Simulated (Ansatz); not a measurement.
Structure types of Co were relaxed at one common pressure (all-electron LAPW in Ansatz 0.2.0 under PBE, scalar-relativistic, ferromagnetic start, though the moments died away, zero temperature). They take these volumes:

```tsv
type	space group	V (Å³/atom)
hcp	P6_3/mmc	4.59
omega	P6/mmm	4.61
diamond	Fd-3m	5.41
simple hexagonal	P6/mmm	4.68
```

Q: At about which pressure, and is the densest type also the lowest in enthalpy?

A: 1300 GPa. The densest is hcp, and it is also the lowest in enthalpy among these.
